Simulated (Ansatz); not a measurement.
Crystal: KBr.

```
Br K
1.0
     0.00000    3.30000    3.30000
     3.30000    0.00000    3.30000
     3.30000    3.30000    0.00000
Br K
1 1
Direct
  0.50000 0.50000 0.50000
  0.00000 0.00000 0.00000
```

Base run:

```yaml
Program: Ansatz 0.2.0
Functional: HSE06 form with a typed share of exact exchange
Potentials_or_basis: Ansatz PAW
Cutoff: "420 eV (not typed: the program's choice for these potentials)"
k_mesh: 4 × 4 × 4
Occupations: fermi-dirac, width 0.05 eV
Spin: no spin polarisation
```

Its results: band gap on the k mesh 5.18 eV, direct; pressure 0.5 GPa.

**Question.** After a change of settings the same cell gave: band gap on the k mesh 5.94 eV, direct; pressure 0.5 GPa. Which change was it?
A. screening (1/å) from 0.4 to 0.2; share of exact exchange from 0.25 to 0.5
B. screening (1/å) from 0.4 to 0.6
C. screening (1/å) from 0.4 to 0.1
D. screening (1/å) from 0.4 to 0.15

**Answer.** C.

Caveats: the PAW data sets come from PBE, with cores solved anew for the run's functional, which leaves a small shift of forces and pressure; the thresholds are loose for stress.
